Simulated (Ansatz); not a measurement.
# AlFe

```
Al Fe
1.0
     2.91000    0.00000    0.00000
     0.00000    2.91000    0.00000
     0.00000    0.00000    2.91000
Al Fe
1 1
Direct
  0.00000 0.00000 0.00000
  0.50000 0.50000 0.50000
```

Atoms are numbered in the order listed.

Conventional cell: a = 2.910 Å, b = 2.910 Å, c = 2.910 Å, α = 90.00°, β = 90.00°, γ = 90.00°. Al (atom 1) is surrounded by 8 Fe at 2.52 Å. Fe (atom 2) has 8 Al at 2.52 Å as nearest neighbours.

The geometry is COD entry 1541193, unchecked; take it as a test cell.

Other magnetic orders may lie lower; this is the state that the run reached.

Levels of theory: DFT, PBE, all-electron LAPW, scalar-relativistic (Ansatz 0.2.0); DFT, PBE, PAW with Ansatz's default frozen-core files, scalar-relativistic (Ansatz 0.2.0); DFT, PBE, all-electron PAW with datasets made for the crystal, scalar-relativistic (Ansatz 0.2.0).

For LAPW: a Γ-centred 12×12×12 k mesh, Fermi–Dirac smearing of 0.05 eV, basis error target 0.5 meV/atom, spin-polarised from start moments Fe2 3 μB. PAW takes a cutoff of 420 eV at this cell. The crystal-made all-electron datasets (AE datasets) take a cutoff of 280 eV at this cell. The Ansatz runs share mesh, smearing and spin set-up. Values come from LAPW unless marked.

| Property | Result |
| --- | --- |
| Band gap | none: bands cross the Fermi level, a metal |
| Löwdin charges (with 0.16 e of the cell spilling out of the atomic basis, so their sizes and signs hang on that basis) | Al1 -0.30, Fe2 0.46 e |
| Bader charges (from the PAW run) | Al1 +1.58, Fe2 -1.58 e |
| Pressure at this cell | -5.93 GPa |
| Moment of the cell | 0.74 μB |
| Contact hyperfine fields (crystal-made datasets) | Al1 -4.2, Fe2 -7.8 T, core polarisation included, positive along the moment of the spin-up electrons |
| Volume per atom | 12.32 Å³ |

Predict this quantity. Moments in the spheres.

Al1 -0.03, Fe2 0.80 μB.

Predict this quantity. Density of states at the Fermi level (0.2 eV bin).

2.46 states/eV per cell.
